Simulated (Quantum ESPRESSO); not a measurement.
**Nb: equation of state with PBEsol**

**Measured values to compare with.**

From “Pressure effects on the electronic structure and superconductivity of (TaNb)0.67(HfZrTi)0.33 high entropy alloy”, 2019, arxiv:1910.08312, for a bulk crystal of Nb: bulk modulus 169 GPa.

The system is Nb.

```
Nb
1.0
    -1.66395    1.66395    1.66395
     1.66395   -1.66395    1.66395
     1.66395    1.66395   -1.66395
Nb
1
Direct
  0.00000 0.00000 0.00000
```

```json
{"Program": "Quantum ESPRESSO 7.5", "Task": "equation of state", "Functional": "PBEsol", "Potentials or basis": "GBRV 1.5 PBEsol", "Cutoff": "612 eV", "Density cutoff": "4898 eV", "k mesh": "11 × 11 × 11", "Occupations": "fermi-dirac, width 0.05 eV", "Spin": "no spin polarisation", "Mixing beta": "0.5", "Most SCF iterations": "120", "SCF threshold": "2e-10 Ry"}
```

```json
{
  "Equilibrium volume": "17.57 Å³/atom",
  "Bulk modulus": "182 GPa",
  "Pressure derivative of the bulk modulus": "3.3"
}
```

Energy against volume, from the lowest point:
```tsv
volume (Å³/atom)	energy (meV/atom)
17.322	1.49
17.691	0.00
18.060	6.97
18.428	21.69
18.797	43.57
19.165	71.95
19.534	106.18
```

All runs of the series together: 31 s on 2 threads of Arm Neoverse V1 (shared host).

Against the measured bulk modulus of Nb, 169 GPa (quoted in “Pressure effects on the electronic structure and superconductivity of (TaNb)0.67(HfZrTi)0.33 high entropy alloy”, 2019, arxiv:1910.08312), the calculated 182 GPa is off by +7.4 %. The fit is for a static lattice scaled at fixed shape and fixed fractional positions.
